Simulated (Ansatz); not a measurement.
# S (Sulfur): the cost of one run

All numbers are computed with Ansatz 0.2.0, driven from Python. Level of theory: DFT PBEsol+D3(BJ), plane waves, PAW.

## (1) The structure

The structure is trigonal, space group R-3 (No. 148). The conventional cell has a = 10.818 Å, b = 10.818 Å, c = 4.280 Å, α = 90.00°, β = 90.00°, γ = 120.00°. Around S (site symmetry 1) lie 2 S at 2.06 Å.

The script holds or builds the structure itself.

## (2) Script

kconv_s.py reads:

```python
"""Convergence of S with the k-point mesh."""

import warnings

import ansatz

warnings.simplefilter("ignore", ansatz.DeckWarning)

material = (
    ansatz.Lattice.of((5.409, 3.122888, 1.426667), (-5.409, 3.122888, 1.426667), (0.0, -6.245775, 1.426667))
    .atom("S", (0.2509, 0.1483, 0.9173))
    .atom("S", (0.9173, 0.2509, 0.1483))
    .atom("S", (0.1483, 0.9173, 0.2509))
    .atom("S", (0.7491, 0.8517, 0.0827))
    .atom("S", (0.0827, 0.7491, 0.8517))
    .atom("S", (0.8517, 0.0827, 0.7491))
)

base = material.calculation()
base = base.functional("pbesol", dispersion="d3bj")
base = base.pseudopotentials("paw")
base = base.occupations("Fixed").stress()

rows = []
for value in [1.0, 0.6, 0.4, 0.3]:
    report = base.kpoints(spacing=value).run().report
    rows.append((value, report["free_energy_ev"] / len(report["lattice"]["sites"]), report["n_iterations"], sum(report["stress_gpa"][i][i] for i in range(3)) / 3, report["n_kpoints"]))

print("spacing (1/A)   F/atom (eV)    iterations       P (GPa)      k-points")
for row in rows:
    print(f"{str(row[0]):>12s}  {row[1]:12.5f}  {row[2]:12d}  {row[3]:12.3f}  {row[4]:12d}")

# differences from the last row
for row in rows[:-1]:
    shift = 1000 * (row[1] - rows[-1][1])
    print(f"{row[0]}: {shift:+.2f} meV/atom" + ("  (within 1 meV)" if abs(shift) < 1 else ""))
```

## (3) The input behind the calls

The engine receives this input (first run):

```yaml
crystal:
  lattice:
    - [5.409, 3.122888, 1.426667]
    - [-5.409, 3.122888, 1.426667]
    - [0.0, -6.245775, 1.426667]
  atoms:
    - { symbol: S, position: [0.2509, 0.1483, 0.9173] }
    - { symbol: S, position: [0.9173, 0.2509, 0.1483] }
    - { symbol: S, position: [0.1483, 0.9173, 0.2509] }
    - { symbol: S, position: [0.7491, 0.8517, 0.0827] }
    - { symbol: S, position: [0.0827, 0.7491, 0.8517] }
    - { symbol: S, position: [0.8517, 0.0827, 0.7491] }
kpoints:
  mp_grid:
    kspacing: 1.0
hamiltonian:
  xc: pbesol
  dispersion: d3bj
  pseudopotentials:
    kind: paw
scf:
  occupations:
    method: fixed
output:
  stress: true
```

## (4) Running it

Launch:

```bash
> python kconv_s.py
```

Q: Estimate wall time and peak memory on 1 thread of Arm Neoverse V2, shared host.

About 9.2 s, with a peak of 0.46 GiB.
